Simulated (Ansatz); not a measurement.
input.yaml

```yaml
crystal:
  lattice:
    - [2.4656677103, 0.0, 0.0]
    - [-1.2328338551, 2.092624257, 0.0]
    - [0.0, 0.0, 26.0024025614]
  atoms:
    - { symbol: C, position: [0.6666666667, 0.3333333333, 0.5000006356] }
    - { symbol: C, position: [0.3333333333, 0.6666666667, 0.4999993644] }
  periodic: [true, true, false]
basis:
  ecutwfc: 420
kpoints:
  mp_grid: { grid: [21, 21, 1] }
  band_path:
    path:
      - [0, 0, 0]
      - [0.5, 0, 0]
      - [0.333333333333, 0.333333333333, 0]
      - [0, 0, 0]
    npoints: 8
hamiltonian:
  xc: pbe
  dispersion: d3bj
scf:
  occupations: { method: gaussian, width: 0.1 }
output:
  forces: true
  stress: true
  eigenvalues: true
relax:
  adjacent_minimum: "off"
  f_tol: 0.01
  max_steps: 40
```

It can be run as
```bash
ansatz run input.yaml --threads 1 --pin off --backend cpu --events-out ev --progress --plain --runs-dir out  # memory cap (--max-ram) not shown
```

Method: DFT PBE+D3(BJ), scalar-relativistic, plane waves, PAW (Ansatz).

From the run's log, abridged:

```
Warning: the atoms were moved onto the symmetric positions of the space group found under crystal.symmetry.tolerance 1.0e-5 (fractional; ...
Warning: output.stress: scf.convergence.dr2_threshold = 1e-7 eV (the SCF's general default) is looser than the 2e-10 eV advised for a printed stress (1e-10 eV for each atom of the cell: 2). ...
Pseudopotentials: kind: paw
Pseudopotential: C, paw, valence charge 4, recommended cutoff 420 eV (normal)
Functional definition: PBE
Crystal: 2 atoms, lattice volume = 134.165 Å³
Basis set: ecut = 420 eV, 2533 PW (Γ), exchange–correlation on 36×36×360 points (8 copies of the dense FFT grid, shifted against one another)
Bands: 8, of which v1, the nominal top of the filled ones, is band 4 counted from 1 (3 counted from 0)
Symmetry: 8 space group operations
Space group: Cmmm (ITA 65), of the structure as read, at distance tolerance 5.1e-5 Å
k-points: 121 of 441
Initial density: superposition of atomic densities (neutral atoms: chi_scale 0, normalization atom), corrected by the library's trained network
Initial wavefunctions: pseudopotential atomic-orbital guess
Functional: x = pbe(κ = 0.804, μ = 0.21951497), c = pbe(β = 0.06672455)
SCF iter   1: F=—  HF=-502.036403 eV  |F-HF|=—  |Δ(HF+E_count)|=         —  Δρ=1.35e-3  dr2=2.20e-3  ethr=1.77e-3  ⟨swp⟩=8.5  Hψ=9485  notcnv=0  defer=1
SCF iter   2: F=—  HF=-502.036533 eV  |F-HF|=—  |Δ(HF+E_count)|=   1.29e-4  Δρ=6.46e-4  dr2=3.07e-4  ethr=2.74e-5  ⟨swp⟩=2.9  Hψ=2696  notcnv=0
SCF iter   3: F=—  HF=-502.036785 eV  |F-HF|=—  |Δ(HF+E_count)|=   2.52e-4  Δρ=1.12e-4  dr2=7.69e-6  ethr=3.84e-6  ⟨swp⟩=2.9  Hψ=2086  notcnv=0
SCF iter   4: F=—  HF=-502.036886 eV  |F-HF|=—  |Δ(HF+E_count)|=   1.01e-4  Δρ=3.15e-5  dr2=1.06e-6  ethr=3.12e-8  ⟨swp⟩=11.7  Hψ=9219  notcnv=0
SCF iter   5: F=-502.036893 eV  HF=-502.036893 eV  |F-HF|=9.03e-8  |Δ(HF+E_count)|=   6.51e-6  Δρ=5.76e-6  dr2=3.09e-8  ethr=1.33e-8  ⟨swp⟩=2.8  Hψ=1726  notcnv=0
SCF iter   6: F=-502.036893 eV  HF=-502.036893 eV  |F-HF|=1.80e-10  |Δ(HF+E_count)|=   9.72e-8  Δρ=4.35e-7  dr2=3.25e-10  ethr=3.86e-10  ⟨swp⟩=7.8  Hψ=6445  notcnv=0
SCF iter   7: F=-502.036893 eV  HF=-502.036893 eV  |F-HF|=1.96e-11  |Δ(HF+E_count)|=  1.13e-10  Δρ=5.88e-8  dr2=1.93e-12  ethr=4.07e-12  ⟨swp⟩=1.1  Hψ=3324  notcnv=0
SCF iter   8: F=-502.036893 eV  HF=-502.036893 eV  |F-HF|=5.34e-12  |Δ(HF+E_count)|=  2.10e-11  Δρ=1.88e-8  dr2=2.41e-13  ethr=1.00e-12  ⟨swp⟩=1.4  Hψ=3169  notcnv=0
SCF 1 converged in 8 iterations: F = -502.036893 eV  dr2 = 2.41e-13
relax step   1: F+E_penalty+E_count = -502.03689294 eV  Δ(F+E_penalty+E_count) = +0.000e0 eV  max|allowed force component| = 2.581e-1 eV/Å  Δτ_max = 0.0000 Å  (8 SCF iters, dr2 threshold 2.50e-6 eV, accepted)
Initial density: handed on by an earlier stage of this run
Initial wavefunctions: those handed on with the density
SCF iter   1: F=—  HF=-502.037283 eV  |F-HF|=—  |Δ(HF+E_count)|=         —  Δρ=1.75e-4  dr2=2.54e-5  ethr=2.91e-7  ⟨swp⟩=2.4  Hψ=5217  notcnv=0
SCF iter   2: F=-502.037293 eV  HF=-502.037294 eV  |F-HF|=1.45e-6  |Δ(HF+E_count)|=   1.12e-5  Δρ=6.30e-5  dr2=2.79e-6  ethr=5.21e-8  ⟨swp⟩=7.4  Hψ=6784  notcnv=0
SCF 2 converged in 2 iterations: F = -502.037293 eV  dr2 = 2.79e-6
relax step   2: F+E_penalty+E_count = -502.03729298 eV  Δ(F+E_penalty+E_count) = -4.000e-4 eV  max|allowed force component| = 1.407e-1 eV/Å  Δτ_max = 0.0010 Å  (2 SCF iters, dr2 threshold 4.16e-6 eV, accepted)
SCF iter   1: F=—  HF=-502.037459 eV  |F-HF|=—  |Δ(HF+E_count)|=         —  Δρ=2.94e-4  dr2=7.02e-5  ethr=5.46e-6  ⟨swp⟩=2.3  Hψ=3401  notcnv=0
SCF iter   2: F=—  HF=-502.037452 eV  |F-HF|=—  |Δ(HF+E_count)|=   6.45e-6  Δρ=1.03e-4  dr2=7.02e-6  ethr=8.77e-7  ⟨swp⟩=2.7  Hψ=2468  notcnv=0
SCF iter   3: F=-502.037450 eV  HF=-502.037450 eV  |F-HF|=3.85e-8  |Δ(HF+E_count)|=   2.28e-6  Δρ=1.29e-5  dr2=5.94e-8  ethr=1.55e-8  ⟨swp⟩=10.6  Hψ=6864  notcnv=0
SCF 3 converged in 3 iterations: F = -502.037450 eV  dr2 = 5.94e-8
relax step   3: F+E_penalty+E_count = -502.03745012 eV  Δ(F+E_penalty+E_count) = -1.571e-4 eV  max|allowed force component| = 1.893e-2 eV/Å  Δτ_max = 0.0013 Å  (3 SCF iters, dr2 threshold 1.24e-6 eV, accepted)
SCF iter   1: F=—  HF=-502.037432 eV  |F-HF|=—  |Δ(HF+E_count)|=         —  Δρ=2.17e-5  dr2=5.06e-7  ethr=1.23e-7  ⟨swp⟩=2.7  Hψ=3471  notcnv=0
SCF iter   2: F=-502.037453 eV  HF=-502.037453 eV  |F-HF|=3.27e-8  |Δ(HF+E_count)|=   2.15e-5  Δρ=6.50e-6  dr2=4.62e-8  ethr=1.25e-9  ⟨swp⟩=6.2  Hψ=7047  notcnv=0
SCF 4 converged in 2 iterations: F = -502.037453 eV  dr2 = 4.62e-8
relax step   4: F+E_penalty+E_count = -502.03745316 eV  Δ(F+E_penalty+E_count) = -3.040e-6 eV  max|allowed force component| = 1.067e-3 eV/Å  Δτ_max = 0.0002 Å  (2 SCF iters, accepted)
SCF converged after 2 iterations
Free energy (F): -502.037453 eV
Harris-Foulkes:  -502.037453 eV  (|F-HF|=3.27e-8)
Internal energy: -502.037284 eV  (E = F + TS)
E sigma→0 (E₀):  -502.037369 eV
Entropy (-TS):   -0.000169 eV (-0.084 meV/atom)
Fermi energy:    -4.154269 eV
--- Per-component energies (eV) ---
  E_band       = -107.369359
  E_kinetic    = 183.478969
  E_local      = -6886.201909  (includes V_loc(G=0)·N_el)
  E_nonlocal   = 55.039346
  E_hartree    = 3336.756445
  E_xc         = -96.411276
  E_vxc        = -119.378582  (∫ρ·V_xc dr)
  E_paw        = -198.862391  (= ΣΔE_a)
  E_vpaw       = -13.820062  (= ΣTr[D̂ρ^β])
  E_aug_tail   = 0.000016  (compensation charges beyond the density's cutoff)
  E_ewald      = 3104.340915
  E_disp       = -0.177399  (pairwise vdW)
  E_smearing   = -0.000169  (= −TS)
--- Forces (eV/Å), atoms counted from 1 ---
  atom   1  C      0.00000000    -0.00106700     0.00000000
  atom   2  C      0.00000000     0.00106700     0.00000000
--- 2D stress c σ (N/m, compression-positive) ---
        1.630661       0.000000       0.000000
        0.000000       7.534956       0.000000
        0.000000       0.000000       0.000000
  P = ½ c Tr σ = 4.5828 N/m
--- Band table (eV; the first three rows and the last of 121) ---
  k-point 0: bands = ["-23.9265", "-11.9855", "-7.2969", "-7.0829", "-0.9897 (-0.9898°)", "-0.2163 (-0.2248°)", "0.3720", "0.5695"]
  k-point 1: bands = ["-23.8708", "-11.9184", "-7.4234", "-7.2983", "-0.9139 (-0.9140°)", "-0.1394 (-0.1478°)", "0.4495", "0.6469"]
  k-point 2: bands = ["-23.7039", "-11.7176", "-7.9068", "-7.7683", "-0.6865 (-0.6866°)", "0.0912 (0.0829°)", "0.6823", "0.8789"]
  k-point 120: bands = ["-20.0403", "-14.3065", "-12.9431", "-7.4775", "-0.7316", "4.4238 (4.4238°)", "5.1793", "5.9559"]
  ° read free of the cell's end (the report's vacuum.weakly_bound_levels)
--- Relaxed structure (4 steps of the walk, 4 accepted, 0 SCFs on fresh bases) ---
  F+E_penalty+E_count = -502.03745316 eV   max|allowed force component| = 1.067e-3 eV/Å
  cell:  # Å, volume = 134.1650 Å³
    - [2.4656677103, 0.0, 0.0]
    - [-1.23283385, 2.09262425, 0.0]
    - [0.0, 0.0, 26.0024025614]
  atoms:
    - { symbol: C, position: [0.66718840, 0.33437681, 0.50000000] }
    - { symbol: C, position: [0.33281159, 0.66562318, 0.50000000] }
```

The relaxation met its thresholds.